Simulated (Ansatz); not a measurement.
## Property card for ZnO

The calculation used DFT PBE, scalar-relativistic, plane waves, PAW (Ansatz).

Cutoff 420 eV; k points 8×8×8 on the computed 8-atom cell (Γ-centred); Gaussian smearing, width 0.02 eV; no spin polarisation.

The structure is relaxed at this level of theory with its symmetry kept, and needn't be the ground state of this composition.

```yaml
crystal:
  lattice:
    - [-3.23128, 3.23128, 2.64307]
    - [3.23128, -3.23128, 2.64307]
    - [3.23128, 3.23128, -2.64307]
  atoms:
    - { symbol: Zn, position: [0.41044, 0.91044, 0.19840] }
    - { symbol: Zn, position: [0.71205, 0.21205, 0.80160] }
    - { symbol: Zn, position: [0.91044, 0.71205, 0.50000] }
    - { symbol: Zn, position: [0.21205, 0.41044, 0.50000] }
    - { symbol: O, position: [0.28869, 0.08958, 0.50000] }
    - { symbol: O, position: [0.58958, 0.78869, 0.50000] }
    - { symbol: O, position: [0.78869, 0.28869, 0.19911] }
    - { symbol: O, position: [0.08958, 0.58958, 0.80089] }
```

| Item | Value |
| --- | --- |
| Space group | I4cm (No. 108) |
| Volume per atom | 13.80 Å³ |
| Formation energy from the elements' standard states (uncorrected) | -1.352 eV/atom |
| Kohn–Sham band gap | 0.94 eV, direct at Γ |
| Orbital (Löwdin) character of the top 1 eV of the valence band | O 2p 76 %, Zn 3d 21 % |
| Orbital (Löwdin) character of the lowest 1 eV of the conduction band | Zn 4s 57 %, O 2s 19 %, O 2p 19 % |
| Electron masses at the edge by direction of the standard setting (m_e; one valley, along these axes only; no spin-orbit coupling) | x: 0.19; y: 0.19; z: 0.17 |
| Hole masses at the edge by direction of the standard setting (m_e; one valley, along these axes only; no spin-orbit coupling) | x: 2.7; y: 2.7; z: 0.18 |
| Bulk modulus | 114 GPa |
| Its pressure derivative | 4.4 |
| Bader charge by site (e) | Zn (4 in the cell) 1.21, O (4 in the cell) -1.21 |

The cell was found from a structure generator's guess, not taken from experiment. Kohn–Sham gaps at this level usually fall short of measured ones. Löwdin shares on free-atom orbitals overweight diffuse shells in the empty bands.
